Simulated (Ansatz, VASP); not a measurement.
KCl: VASP beside Ansatz

The input INCAR:

```
SYSTEM = KCl
  ALGO = Normal
  EDIFF = 1E-6
  ENCUT = 520
  GGA = PE
  ISIF = 2
  ISMEAR = -1
  LASPH = .True.
  LCHARG = .False.
  LREAL = .False.
  LWAVE = .False.
  NBANDS = 15
  NELM = 80
  PREC = Accurate
  SIGMA = 0.03
```

KPOINTS

```
k-points
0
Gamma
  7 7 7
  0 0 0
```

Contents of POSCAR:

```
KCl
1.0
    0.0000000000      3.1976323944      3.1976323944
    3.1976323944      0.0000000000      3.1976323944
    3.1976323944      3.1976323944      0.0000000000
K Cl
1 1
Direct
    0.0000000000      0.0000000000      0.0000000000
    0.5000000000      0.5000000000      0.5000000000
```

Input for Ansatz:

```yaml
crystal:
  lattice:
    - [0.0, 3.1976323944, 3.1976323944]
    - [3.1976323944, 0.0, 3.1976323944]
    - [3.1976323944, 3.1976323944, 0.0]
  atoms:
    - { symbol: K, position: [0.0, 0.0, 0.0] }
    - { symbol: Cl, position: [0.5, 0.5, 0.5] }
kpoints:
  mp_grid: { grid: [7, 7, 7] }
scf:
  occupations: { method: fermi_dirac, width: 0.03 }
hamiltonian:
  xc: pbe
  pseudopotentials: { kind: all_electron, lapw: { basis_error: 0.001 } }
output:
  forces: true
  stress: true
  eigenvalues: true
```

Change from the starting cell: volume scaled by 1.04.

Alike in both runs: task single point; functional PBE; k mesh 7 × 7 × 7; occupations fermi-dirac, width 0.03 eV; no spin polarisation.

```csv
,VASP,Ansatz
version,VASP 6.6.1,Ansatz 0.2.0
potentials or method,"VASP PAW PBE potentials, release 64 (K_sv, Cl)","all-electron LAPW, scalar-relativistic"
plane-wave cutoff (eV),520,see its input
```

VASP gave:

```
gap on the k mesh at the Fermi level (eV) : 5.02
pressure (GPa)                            : -0.1
```

Problem. Which values does Ansatz return?

Solution. gap on the k mesh at the Fermi level (eV): 5.03; pressure (GPa): -0.1.

Ansatz ran all-electron here, so the differences hold the error of VASP's frozen core and of both bases.

Caveats: an odd mesh through Γ misses points on the zone boundary, where band edges often lie.
